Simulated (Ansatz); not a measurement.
An Al vacancy and a N vacancy, 5.69 Å apart on the ideal sites in zincblende AlN, 62 atoms, charge 0

All numbers come from Ansatz (PAW, plane waves, no spin–orbit coupling) at the single k point (¼, ¼, ¼) without its symmetry partners. The atoms were relaxed with PBEsol in a fixed cell; other functionals are single points on those atoms unless said otherwise. The valence top and gap of the host come from its small cell on a dense mesh, with the band extrema sought between the mesh points, lined up by the mean potential, PBEsol gap 3.19 eV, r²SCAN gap 3.94 eV.

Cell: a = 8.755 Å, b = 8.755 Å, c = 8.755 Å, α = 90.00°, β = 90.00°, γ = 90.00°.

Nearest atoms after relaxation, from the placed atom (for vacancies from the middle of the vacant sites): Al at 1.81 Å, N at 1.81 Å, N at 1.81 Å, Al at 1.81 Å, N at 1.81 Å, Al at 1.82 Å, Al at 2.88 Å, Al at 2.88 Å.

Chemical potentials μ are those of reference phases of the elements at zero temperature by the same functional (the usual solids, diamond for C, grey Sn, and the molecules H2, N2, O2, F2, Cl2, Br2 and S8).

| functional | E(defect) − E(host) − Σ nμ + q·E_VBM (eV) | monopole (eV) | alignment (eV) | formation energy at E_F = VBM (eV) | moment (μB) | wall time, shared host |
| --- | --- | --- | --- | --- | --- | --- |
| PBEsol | 13.18 | 0.00 | 0.00 | 13.18 | 0 (no spin) | 25 s on 7 threads of Neoverse-V2 (relaxation) |
| r²SCAN | 14.15 | 0.00 | 0.00 | 14.15 | 0 (no spin) | 27 s on 7 threads of Neoverse-V2 |

r²SCAN one-electron levels near the gap (the ten most localised at most), from the host's valence top:

| level (eV) | spin | filling | atoms sharing it | element of the atom with most weight |
| --- | --- | --- | --- | --- |
| -0.23 | both | 2.00 | 21.8 | spread |
| -0.23 | both | 2.00 | 22.4 | spread |
| -0.09 | both | 2.00 | 9.4 | N |
| 0.44 | both | 2.00 | 15.1 | Al |
| 0.84 | both | 1.72 | 6.4 | N |
| 0.85 | both | 1.26 | 6.5 | N |
| 0.85 | both | 1.03 | 7.2 | N |

The runs had no spin polarisation though PBEsol leaves holes or close levels at the Fermi level; a state of higher spin may be lower.

All elements are taken at their own reference at once; growth conditions in equilibrium with the host shift these energies, by up to the host's formation enthalpy.

One k point and a cell of this size can leave errors of several tenths of an eV in such numbers.
